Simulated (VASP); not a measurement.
# NaI in VASP: one cell, several levels of theory, part 2 of 2

The system is NaI, a lower-symmetry cell derived from the zincblende prototype, a generated structure that needn't be the ground state.

VASP 6.6.1, plane waves, PAW. The steps go on from the part before.

## (3) r2SCAN

Contents of INCAR:

```
ENCUT = 520.000000
SIGMA = 0.010000
EDIFF = 1.00e-07
ALGO = Normal
METAGGA = R2SCAN
PREC = Accurate
IBRION = -1
ISIF = 2
ISMEAR = 0
NBANDS = 14
NELM = 120
NSW = 0
LASPH = .TRUE.
LCHARG = .TRUE.
LELF = .TRUE.
LWAVE = .FALSE.
LREAL = .FALSE.
```

Contents of KPOINTS:

```
KPOINTS created by Atomic Simulation Environment
0
Gamma
6 6 6
0 0 0
```

Contents of KPOINTS_OPT:

```
special points
6
Reciprocal
0.0000000000 0.0000000000 0.0000000000 1
-0.5000000000 -0.5000000000 0.0000000000 1
-0.3750000000 -0.3750000000 0.2500000000 1
-0.3750000000 0.0000000000 0.3750000000 1
0.0000000000 0.0000000000 0.5000000000 1
-0.5000000000 -0.2500000000 0.2500000000 1
```

Contents of POSCAR:

```
Na I
 1.0000000000000000
     0.0000000000000000    3.5864186194999998    3.5431916810000001
     3.5864186194999998    0.0000000000000000    3.5431916810000001
     3.5864186194999998    3.5864186194999998    0.0000000000000000
 Na  I
   1   1
Cartesian
  0.0000000000000000  0.0000000000000000  0.0000000000000000
  1.7932093097499997  1.7932093097499997  1.7715958405000001
```

On the command line:

```bash
$ mpirun -np 1 vasp_std
```

Printed to the terminal (iteration lines stand in OSZICAR):

```text
POSCAR found type information on POSCAR NaI
 POSCAR found :  2 types and       2 ions
 -----------------------------------------------------------------------------
|                                                                             |
|                                                                             |
|     You enforced a specific xc type in the INCAR file but a different       |
|     I HOPE YOU KNOW WHAT YOU ARE DOING!                                     |
|                                                                             |
 -----------------------------------------------------------------------------

 LDA part: xc-table for (None), standard interpolation
 POSCAR, INCAR and KPOINTS ok, starting setup
 FFT: planning ... GRIDC
 FFT: planning ... GRID_SOFT
 FFT: planning ... GRID
 WAVECAR not read
 entering main loop
 Start KPOINTS_OPT (optional k-point list driver)
k-point batch [1-6\6]
```

OSZICAR:

```text
N       E                     dE             d eps       ncg     rms          rms(c)
DAV:   1     0.540834485516E+02    0.54083E+02   -0.64160E+03   840   0.847E+02
DAV:   2    -0.249994903081E+02   -0.79083E+02   -0.73742E+02   882   0.205E+02
DAV:   3    -0.323273252734E+02   -0.73278E+01   -0.72818E+01  1080   0.624E+01
DAV:   4    -0.325159842527E+02   -0.18866E+00   -0.18860E+00  1018   0.105E+01
DAV:   5    -0.325214841656E+02   -0.54999E-02   -0.54998E-02  1206   0.182E+00    0.211E+00
DAV:   6    -0.309120755080E+02    0.16094E+01   -0.32211E-01   864   0.560E+00    0.194E+00
DAV:   7    -0.309064585184E+02    0.56170E-02   -0.18821E-01  1038   0.293E+00    0.748E-01
DAV:   8    -0.309098332891E+02   -0.33748E-02   -0.68917E-03  1062   0.620E-01    0.536E-01
DAV:   9    -0.309147931959E+02   -0.49599E-02   -0.47744E-03   942   0.568E-01    0.172E-01
DAV:  10    -0.309147321500E+02    0.61046E-04   -0.93583E-05  1050   0.723E-02    0.110E-01
DAV:  11    -0.309149270295E+02   -0.19488E-03   -0.23794E-04   948   0.114E-01    0.368E-02
DAV:  12    -0.309149191457E+02    0.78838E-05   -0.27648E-06  1044   0.190E-02    0.204E-02
DAV:  13    -0.309149201208E+02   -0.97508E-06   -0.28760E-06  1056   0.188E-02    0.117E-02
DAV:  14    -0.309149213354E+02   -0.12146E-05   -0.34510E-07  1038   0.601E-03    0.236E-03
DAV:  15    -0.309149199955E+02    0.13399E-05   -0.17702E-08   996   0.124E-03    0.506E-04
DAV:  16    -0.309149196708E+02    0.32471E-06   -0.35390E-09   696   0.560E-04    0.978E-05
DAV:  17    -0.309149196757E+02   -0.48922E-08   -0.73599E-10   600   0.208E-04
   1 F= -.30914920E+02 E0= -.30914920E+02  d E =-.311060-101
       N       E                     dE             ncg
DAV:   1     0.126453227068E+03   -0.27075E+04      168
DAV:   2    -0.357536492102E+03   -0.48399E+03      174
DAV:   3    -0.396976089531E+03   -0.39440E+02      216
DAV:   4    -0.397980763225E+03   -0.10047E+01      214
DAV:   5    -0.398005176013E+03   -0.24413E-01      236
DAV:   6    -0.398006281480E+03   -0.11055E-02      250
DAV:   7    -0.398006285676E+03   -0.41961E-05      242
DAV:   8    -0.398006285759E+03   -0.83402E-07      196
```

Parts of OUTCAR:

```text
k-points           NKPTS =     30   k-points in BZ     NKDIM =     30   number of bands    NBANDS=     14

   NELECT =      14.0000    total number of electrons

   dimension x,y,z NGX =    40 NGY =   40 NGZ =   40
   dimension x,y,z NGXF=    80 NGYF=   80 NGZF=   80

  energy-cutoff  :      520.00
  volume of cell :       91.15
      direct lattice vectors                 reciprocal lattice vectors
     0.000000000  3.586418619  3.543191681    -0.139414846  0.139414846  0.141115707
     3.586418619  0.000000000  3.543191681     0.139414846 -0.139414846  0.141115707
     3.586418619  3.586418619  0.000000000     0.139414846  0.139414846 -0.141115707

 k-points in reciprocal lattice and weights: KPOINTS created by Atomic Simulation Env
   0.00000000  0.00000000  0.00000000       0.005
   0.16666667  0.00000000  0.00000000       0.037
   0.33333333  0.00000000  0.00000000       0.037
   0.50000000  0.00000000  0.00000000       0.019
   0.16666667  0.16666667  0.00000000       0.009
   0.33333333  0.16666667  0.00000000       0.037
   0.50000000  0.16666667  0.00000000       0.037
  -0.33333333  0.16666667  0.00000000       0.037
[... 22 more k-points ...]

 E-fermi :  -1.4146

 k-point     1 :       0.0000    0.0000    0.0000
  band No.  band energies     occupation
      1     -24.5025      2.00000
      2     -24.5012      2.00000
      3     -24.5010      2.00000
      4     -12.2769      2.00000
      5      -1.5773      2.00000
      6      -1.5773      2.00000
      7      -1.5640      2.00000
      8       2.8102      0.00000
      9       6.9472      0.00000
     10       6.9473      0.00000
     11       6.9674      0.00000
     12       8.5837      0.00000
     13       8.7151      0.00000
     14      10.1912      0.00000

 k-point     2 :       0.1667    0.0000    0.0000
  band No.  band energies     occupation
      1     -24.5028      2.00000
      2     -24.5014      2.00000
      3     -24.5013      2.00000
      4     -12.2458      2.00000
      5      -1.9305      2.00000
      6      -1.6123      2.00000
      7      -1.5991      2.00000
      8       3.3742      0.00000
      9       6.5906      0.00000
     10       7.0795      0.00000
     11       7.1121      0.00000
     12       8.2144      0.00000
     13       8.2917      0.00000
     14       9.7215      0.00000

 k-point     3 :       0.3333    0.0000    0.0000
  band No.  band energies     occupation
      1     -24.5036      2.00000
      2     -24.5018      2.00000
      3     -24.5014      2.00000
      4     -12.1823      2.00000
      5      -2.4985      2.00000
      6      -1.6799      2.00000
      7      -1.6584      2.00000
      8       4.2425      0.00000
      9       6.3840      0.00000
     10       6.8041      0.00000
     11       6.8824      0.00000
     12       8.9160      0.00000
     13       8.9346      0.00000
     14       9.2102      0.00000

 k-point     4 :       0.5000    0.0000    0.0000
  band No.  band energies     occupation
      1     -24.5040      2.00000
      2     -24.5020      2.00000
      3     -24.5015      2.00000
      4     -12.1498      2.00000
      5      -2.7386      2.00000
      6      -1.7125      2.00000
      7      -1.6870      2.00000
      8       4.4799      0.00000
      9       6.5278      0.00000
     10       6.6018      0.00000
     11       6.6808      0.00000
     12       9.6363      0.00000
     13      10.2042      0.00000
     14      10.2814      0.00000

 k-point     5 :       0.1667    0.1667    0.0000
  band No.  band energies     occupation
      1     -24.5031      2.00000
      2     -24.5014      2.00000
      3     -24.5012      2.00000
      4     -12.2348      2.00000
      5      -1.9197      2.00000
      6      -1.6829      2.00000
      7      -1.6829      2.00000
      8       3.5632      0.00000
      9       6.3177      0.00000
     10       7.3033      0.00000
     11       7.3361      0.00000
     12       7.3363      0.00000
     13       8.8842      0.00000
     14      11.0229      0.00000

 k-point     6 :       0.3333    0.1667    0.0000
  band No.  band energies     occupation
      1     -24.5038      2.00000
      2     -24.5016      2.00000
      3     -24.5015      2.00000
      4     -12.1817      2.00000
      5      -2.3421      2.00000
      6      -1.7673      2.00000
      7      -1.7661      2.00000
      8       4.3377      0.00000
      9       6.0137      0.00000
     10       6.5131      0.00000
     11       7.3966      0.00000
     12       8.2169      0.00000
     13       9.4503      0.00000
     14      10.3236      0.00000

 k-point     7 :       0.5000    0.1667    0.0000
  band No.  band energies     occupation
      1     -24.5042      2.00000
      2     -24.5020      2.00000
      3     -24.5016      2.00000
      4     -12.1390      2.00000
      5      -2.6287      2.00000
      6      -1.8886      2.00000
      7      -1.7813      2.00000
      8       4.8669      0.00000
      9       5.7099      0.00000
     10       6.8595      0.00000
     11       7.0594      0.00000
     12       9.0887      0.00000
     13      10.3184      0.00000
     14      10.6969      0.00000

 k-point     8 :      -0.3333    0.1667    0.0000
  band No.  band energies     occupation
      1     -24.5038      2.00000
      2     -24.5023      2.00000
      3     -24.5015      2.00000
      4     -12.1505      2.00000
      5      -2.5504      2.00000
      6      -1.9305      2.00000
      7      -1.7149      2.00000
      8       4.8943      0.00000
      9       5.7874      0.00000
     10       6.7175      0.00000
     11       7.0001      0.00000
     12       8.6643      0.00000
     13      10.0832      0.00000
     14      10.4316      0.00000

 k-point     9 :      -0.1667    0.1667    0.0000
  band No.  band energies     occupation
      1     -24.5029      2.00000
      2     -24.5021      2.00000
      3     -24.5014      2.00000
      4     -12.2043      2.00000
      5      -2.2139      2.00000
      6      -1.7956      2.00000
      7      -1.6293      2.00000
      8       4.0947      0.00000
      9       6.3560      0.00000
     10       6.6289      0.00000
     11       7.3016      0.00000
     12       7.5929      0.00000
     13       9.1563      0.00000
     14      10.5980      0.00000

 k-point    10 :       0.3333    0.3333    0.0000
  band No.  band energies     occupation
      1     -24.5043      2.00000
      2     -24.5017      2.00000
      3     -24.5015      2.00000
      4     -12.1492      2.00000
      5      -2.4318      2.00000
      6      -1.8797      2.00000
      7      -1.8797      2.00000
      8       4.2668      0.00000
      9       5.5232      0.00000
     10       6.9261      0.00000
     11       8.3908      0.00000
     12       8.3910      0.00000
     13       9.7361      0.00000
     14      11.9948      0.00000

 k-point    11 :       0.5000    0.3333    0.0000
  band No.  band energies     occupation
      1     -24.5046      2.00000
      2     -24.5019      2.00000
      3     -24.5018      2.00000
      4     -12.1169      2.00000
      5      -2.5403      2.00000
      6      -2.0635      2.00000
      7      -1.9107      2.00000
      8       4.3819      0.00000
      9       5.5764      0.00000
     10       7.1824      0.00000
     11       8.2878      0.00000
     12       9.0140      0.00000
     13      10.5344      0.00000
     14      10.9226      0.00000

 k-point    12 :      -0.3333    0.3333    0.0000
  band No.  band energies     occupation
      1     -24.5043      2.00000
      2     -24.5023      2.00000
      3     -24.5017      2.00000
      4     -12.1176      2.00000
      5      -2.4043      2.00000
      6      -2.3101      2.00000
      7      -1.8319      2.00000
      8       4.9068      0.00000
      9       5.7977      0.00000
     10       6.9641      0.00000
     11       7.6917      0.00000
     12       8.5071      0.00000
     13       9.1179      0.00000
     14      12.2169      0.00000

 k-point    13 :       0.5000    0.5000    0.0000
  band No.  band energies     occupation
      1     -24.5049      2.00000
      2     -24.5019      2.00000
      3     -24.5017      2.00000
      4     -12.1056      2.00000
      5      -2.6306      2.00000
      6      -1.9719      2.00000
      7      -1.9719      2.00000
      8       4.0070      0.00000
      9       5.2291      0.00000
     10       8.1827      0.00000
     11       9.5147      0.00000
     12       9.5148      0.00000
     13      10.5570      0.00000
     14      10.8237      0.00000

[... the tables of k-points 14 to 30 left out ...]

  Total       -0.1795294     -0.1795294     -0.1869712      0.0000000     -0.0000000      0.0000000
  in kB       -3.1557283     -3.1557283     -3.2865382      0.0000000     -0.0000000      0.0000000
  external PRESSURE =      -3.1993316 kB  Pullay stress =       0.0000000 kB

 POSITION                                       TOTAL-FORCE (eV/Angst)
 -----------------------------------------------------------------------------------
      0.00000      0.00000      0.00000        -0.000000     -0.000000      0.000000
      1.79321      1.79321      1.77160         0.000000      0.000000     -0.000000
 -----------------------------------------------------------------------------------
    total drift:                               -0.000017     -0.000017      0.000008

  FREE ENERGIE OF THE ION-ELECTRON SYSTEM (eV)
  ---------------------------------------------------
  free  energy   TOTEN  =       -30.9149196757 eV

  energy  without entropy=      -30.9149196757  energy(sigma->0) =      -30.91491968
```

It took 84 s on 1 MPI rank of Intel Xeon 6975P-C, shared host; peak memory 0.26 GiB.

The levels at the points of KPOINTS_OPT are read from vasprun.xml.

Near the gap, in eV above the top of the last filled band v; c is the band after it:

| point | v−1 | v | c | c+1 |
| --- | --- | --- | --- | --- |
| Γ | -0.01 | 0.00 | 4.37 | 8.51 |
| X | -0.41 | -0.41 | 5.57 | 6.79 |
| U | -0.68 | -0.32 | 6.14 | 7.33 |
| K | -0.68 | -0.30 | 6.16 | 7.38 |
| L | -0.15 | -0.12 | 6.04 | 8.09 |
| W | -0.71 | -0.44 | 6.41 | 7.99 |

Gap with r2SCAN: 4.37 eV, direct (Γ). The pressure is -0.32 GPa; the forces vanish within 0.01 eV/Å.

The maps below are laid out on this run's own conventional cell (a, b, c = 5.072, 5.072, 7.086 Å).

Density in a lattice plane of the grid's cell (edges 5.07 and 7.09 Å, at 0.000 of the third edge), which holds Na and I.

Ten even steps from ' ' (-0.61 e/Å³) to '@' (11.88 e/Å³):
```
++==..                          ..==
....                              ..
              ..........            
            ....      ....          
            ..          ..          
            ....      ....          
              ..........            
                                    
                                    
                                    
                                    
                                    
                                    
                                    
                                    
                                    
                                    
....                              ..
++==..                          ..==
@@##::                          ::##
```
Columns run along the first of these edges and rows up along the second, over one cell in 18 and 20 even steps from the bottom left corner. Atoms in the plane (fractional): Na at (0.00, 0.00), I at (0.50, 0.75).

ELF in the same plane.

Values, 12 rows by 8 columns:
```
0.34 0.14 0.41 0.86 0.87 0.86 0.41 0.14
0.01 0.11 0.85 0.88 0.80 0.88 0.85 0.11
0.02 0.49 0.86 0.82 0.40 0.82 0.86 0.49
0.01 0.37 0.81 0.87 0.80 0.87 0.81 0.37
0.01 0.13 0.64 0.83 0.87 0.83 0.64 0.13
0.00 0.01 0.18 0.57 0.69 0.57 0.18 0.01
0.01 0.00 0.01 0.06 0.15 0.06 0.01 0.00
0.01 0.01 0.01 0.00 0.00 0.00 0.01 0.01
0.02 0.01 0.01 0.00 0.00 0.00 0.01 0.01
0.01 0.01 0.01 0.00 0.00 0.00 0.01 0.01
0.34 0.22 0.01 0.06 0.15 0.06 0.01 0.22
0.01 0.32 0.03 0.60 0.68 0.60 0.03 0.32
```
Columns run along the first of these edges and rows up along the second, over one cell in 8 and 12 even steps from the bottom left corner. Atoms in the plane (fractional): Na at (0.00, 0.00), I at (0.50, 0.75).

Both are smooth fields of the valence electrons: close to the nuclei they are not physical.

The highest ELF values outside the cores: 0.89 in the shell around I, 1.0 Å from I; 0.89 on the I–Na line, 1.1 Å from I.

## (4) What came out

The summary covers parts 1 to 2.

```
 level  gap (eV)  pressure (GPa)
   PBE      3.77            0.10
r2SCAN      4.37           -0.32
```

What this shows: The gap spans 3.77 eV (PBE) to 4.37 eV (r2SCAN). Spin-orbit coupling is left out, though the cell holds I (Z = 53); in an element this heavy it can shift bands and gaps by tenths of an eV.
